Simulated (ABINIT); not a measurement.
# I (Fmmm) in ABINIT: settings compared, part 2 of 2

ABINIT 10.8.3 (patched build). Earlier steps stand in the parts before.

## Step 3: Equation of state, PBEsol

run.abi

```
# Datasets: one volume each
ndtset 7
getwfk -1
scalecart1 3*0.9795861087
scalecart2 3*0.9864848297
scalecart3 3*0.9932883884
scalecart4 3*1.0000000000
scalecart5 3*1.0066227096
scalecart6 3*1.0131594038
scalecart7 3*1.0196128224

# Pseudopotentials
pp_dirpath "./"
pseudos "I.GGA_PBE-JTH.xml"

# Structure
acell 4.5697828522 4.4824981927 3.2252140458 Angstrom
rprim
     0.0000000000     0.5176614556     0.8555855407
     0.4890677860     0.0000000000     0.8722457800
     0.6797209226     0.7334708361     0.0000000000
ntypat 1
znucl 53
natom 1
typat 1
xred
     0.0000000000     0.0000000000     0.0000000000
chkprim 0
chksymtnons 0
tolsym 1.0e-6

# Plane-wave basis
ecut 10.0
pawecutdg 20.0

# k points
kptopt 1
ngkpt 9 9 9
nshiftk 1
shiftk 0.0 0.0 0.0

# Exchange and correlation
ixc -116133

# Bands and occupations
nband 8
occopt 3
tsmear 0.00183747

# SCF cycle
nstep 100
tolvrs 1.0e-9

# Output
iomode 3
prtwf 1
prtden 0
prteig 0
prtebands 0
```

Potentials or basis: JTH PAW PBE v2.0.

Run with:

```sh
$ abinit run.abi > log 2>&1
```

run.abo:

```text
.Version 10.8.3 of ABINIT
 DATASET    1 : space group Fm m m (# 69); Bravais oF (face-center ortho.)
================================================================================
 Values of the parameters that define the memory need for DATASET  1.
     intxc =       0    ionmov =       0      iscf =      17    lmnmax =       8
     lnmax =       4     mgfft =      27  mpssoang =       2    mqgrid =    3001
     natom =       1  nloc_mem =       2    nspden =       1   nspinor =       1
    nsppol =       1      nsym =       8    n1xccc =       1    ntypat =       1
    occopt =       3   xclevel =       2
       mpw =         398          nfft =       19683          nkpt =         125
 PAW method is used; the additional fine FFT grid is defined by:
   mgfftf=        36    nfftf =     46656
================================================================================
================================================================================
[... 71 lines left out ...]
 DATASET    7 : space group Fm m m (# 69); Bravais oF (face-center ortho.)
================================================================================
 Values of the parameters that define the memory need for DATASET  7.
     intxc =       0    ionmov =       0      iscf =      17    lmnmax =       8
     lnmax =       4     mgfft =      27  mpssoang =       2    mqgrid =    3001
     natom =       1  nloc_mem =       2    nspden =       1   nspinor =       1
    nsppol =       1      nsym =       8    n1xccc =       1    ntypat =       1
    occopt =       3   xclevel =       2
       mpw =         451          nfft =       19683          nkpt =         125
 PAW method is used; the additional fine FFT grid is defined by:
   mgfftf=        36    nfftf =     46656
================================================================================
================================================================================

--------------------------------------------------------------------------------
------------- Echo of variables that govern the present computation ------------
--------------------------------------------------------------------------------
 -outvars: echo values of preprocessed input variables --------
            acell      8.6356380455E+00  8.4706939441E+00  6.0947712440E+00 Bohr
              amu      1.26904470E+02
          chkprim           0
      chksymtnons           0
             ecut      1.00000000E+01 Hartree
           getwfk          -1
                       outvar_i_n : Printing only first  50 k-points.
              ixc     -116133
           jdtset        1    2    3    4    5    6    7
                       outvar_i_n : Printing only first  50 k-points.
         kptrlatt        9    0    0      0    9    0      0    0    9
          kptrlen1     5.37331792E+01
          kptrlen2     5.41115944E+01
          kptrlen3     5.44847896E+01
          kptrlen4     5.48529412E+01
          kptrlen5     5.52162163E+01
          kptrlen6     5.55747732E+01
          kptrlen7     5.59287622E+01
            natom           1
            nband           8
           ndtset           7
            ngfft          27      27      27
          ngfftdg          36      36      36
             nkpt         125
            nstep         100
             nsym           8
           ntypat           1
                       prtocc : prtvol=0, do not print more k-points.
           occopt           3
        pawecutdg      2.00000000E+01 Hartree
         pawxcdev           0
           prtden           0
        prtebands           0
           prteig           0
            rprim1     0.0000000000E+00  5.0709397092E-01  8.3811971047E-01
                       4.7908400938E-01  0.0000000000E+00  8.5443984946E-01
                       6.6584517357E-01  7.1849784218E-01  0.0000000000E+00
            rprim2     0.0000000000E+00  5.1066517287E-01  8.4402215641E-01
                       4.8245795158E-01  0.0000000000E+00  8.6045722974E-01
                       6.7053437857E-01  7.2355785284E-01  0.0000000000E+00
            rprim3     0.0000000000E+00  5.1418711297E-01  8.4984318286E-01
                       4.8578535297E-01  0.0000000000E+00  8.6639160510E-01
                       6.7515889977E-01  7.2854806473E-01  0.0000000000E+00
            rprim4     0.0000000000E+00  5.1766145560E-01  8.5558554070E-01
                       4.8906778600E-01  0.0000000000E+00  8.7224578000E-01
                       6.7972092260E-01  7.3347083610E-01  0.0000000000E+00
            rprim5     0.0000000000E+00  5.2108977709E-01  8.6125183527E-01
                       4.9230673992E-01  0.0000000000E+00  8.7802241050E-01
                       6.8422251688E-01  7.3832840045E-01  0.0000000000E+00
            rprim6     0.0000000000E+00  5.2447357173E-01  8.6684453632E-01
                       4.9550362648E-01  0.0000000000E+00  8.8372401443E-01
                       6.8866564469E-01  7.4312287501E-01  0.0000000000E+00
            rprim7     0.0000000000E+00  5.2781425779E-01  8.7236598796E-01
                       4.9865978563E-01  0.0000000000E+00  8.8935298157E-01
                       6.9305216834E-01  7.4785626934E-01  0.0000000000E+00
          spgroup          69
           tolsym      1.00000000E-06
           tolvrs      1.00000000E-09
           tsmear      1.83747000E-03 Hartree
            typat      1
           useylm           1
                       outvars : Printing only first  50 k-points.
            znucl       53.00000

================================================================================

 chkinp: Checking input parameters for consistency, jdtset=   1.

 chkinp: Checking input parameters for consistency, jdtset=   2.
[... 36 lines left out ...]
 getcut: wavevector=  0.0000  0.0000  0.0000  ngfft=  36  36  36
         ecut(hartree)=     20.000   => boxcut(ratio)=   2.11442

--- Pseudopotential description ------------------------------------------------
- pspini: atom type   1  psp file is ./I.GGA_PBE-JTH.xml
 Pseudopotential format is: paw10
 basis_size (lnmax)=  4 (lmn_size=  8), orbitals=   0   0   1   1
 Spheres core radius: rc_sph= 2.30022271
 Shapefunction is SIN type: shapef(r)=[sin(pi*r/rshp)/(pi*r/rshp)]**2
 Radius for shape functions =  2.10879093
 Compensation charge density is not taken into account in XC energy/potential

   5.81936371E+02                                ecore*ucvol(ha*bohr**3)
--------------------------------------------------------------------------------

[... 1145 lines left out ...]
-Cartesian components of stress tensor (GPa)         [Pressure= -2.4987E+00 GPa]
- sigma(1 1)=  3.22293344E+00  sigma(3 2)= -8.95803011E-09
- sigma(2 2)=  3.83339857E+00  sigma(3 1)=  3.40246157E-10
- sigma(3 3)=  4.39814499E-01  sigma(2 1)=  1.54143462E-08

== END DATASET(S) ==============================================================
================================================================================

 -outvars: echo values of variables after computation  --------
            acell      8.6356380455E+00  8.4706939441E+00  6.0947712440E+00 Bohr
           etotal1    -1.1673352630E+01
           etotal2    -1.1673356672E+01
           etotal3    -1.1673247875E+01
           etotal4    -1.1673041681E+01
           etotal5    -1.1672749611E+01
           etotal6    -1.1672382474E+01
           etotal7    -1.1671950502E+01
            fcart1    -0.0000000000E+00 -0.0000000000E+00 -0.0000000000E+00
            fcart2    -0.0000000000E+00 -0.0000000000E+00 -0.0000000000E+00
            fcart3    -0.0000000000E+00 -0.0000000000E+00 -0.0000000000E+00
            fcart4    -0.0000000000E+00 -0.0000000000E+00 -0.0000000000E+00
            fcart5    -0.0000000000E+00 -0.0000000000E+00 -0.0000000000E+00
            fcart6    -0.0000000000E+00 -0.0000000000E+00 -0.0000000000E+00
            fcart7    -0.0000000000E+00 -0.0000000000E+00 -0.0000000000E+00
            rprim1     0.0000000000E+00  5.0709397092E-01  8.3811971047E-01
                       4.7908400938E-01  0.0000000000E+00  8.5443984946E-01
                       6.6584517357E-01  7.1849784218E-01  0.0000000000E+00
[... 17 lines left out ...]
                       6.9305216834E-01  7.4785626934E-01  0.0000000000E+00
           strten1    -1.8799136413E-05 -2.3622582963E-05  9.2518353575E-06
                      -3.8052199958E-13  1.5805318678E-14  6.5253106550E-13
           strten2     1.0378799934E-05  1.1141549696E-05  1.0831323017E-05
                      -3.6602369987E-13  1.4959430318E-14  6.2807526308E-13
           strten3     3.5987238835E-05  4.1595536949E-05  1.2125065151E-05
                      -3.5232329208E-13  1.4173568270E-14  6.0493728484E-13
           strten4     5.8248084635E-05  6.8324519952E-05  1.3122467264E-05
                      -3.3936896009E-13  1.3447071624E-14  5.8303516731E-13
           strten5     7.7799199129E-05  9.1832450649E-05  1.3966780836E-05
                      -3.2711125569E-13  1.2773834702E-14  5.6228971798E-13
           strten6     9.4778243482E-05  1.1245029625E-04  1.4564560566E-05
                      -3.1549672874E-13  1.2146097186E-14  5.4261075752E-13
           strten7     1.0954528109E-04  1.3029456916E-04  1.4948990974E-05
                      -3.0447725461E-13  1.1564731823E-14  5.2392297974E-13
 Calculation completed.
```

It took 65 s on 1 thread of INTEL XEON PLATINUM 8581C at 2.30GHz (Emerald Rapids), shared host; peak memory 0.13 GiB.

Results:

```yaml
Equilibrium_volume: 38.55 Å³/atom
Bulk_modulus_at_fixed_shape_and_positions: 30 GPa
Pressure_derivative_of_the_bulk_modulus: 5.4
```

Energy against volume, from the lowest point:
| volume (Å³/atom) | energy (meV/atom) |
| --- | --- |
| 38.120 | 0.11 |
| 38.931 | 0.00 |
| 39.742 | 2.96 |
| 40.553 | 8.57 |
| 41.364 | 16.52 |
| 42.175 | 26.51 |
| 42.986 | 38.26 |

Caveat: pressures at fixed basis lie under the slope of the energies; the cell was scaled at fixed shape and fractional positions, which overstates the stiffness of a crystal with free parameters, most of all of layers and chains; the PAW data sets were made with another functional, which shifts forces and pressure a little.
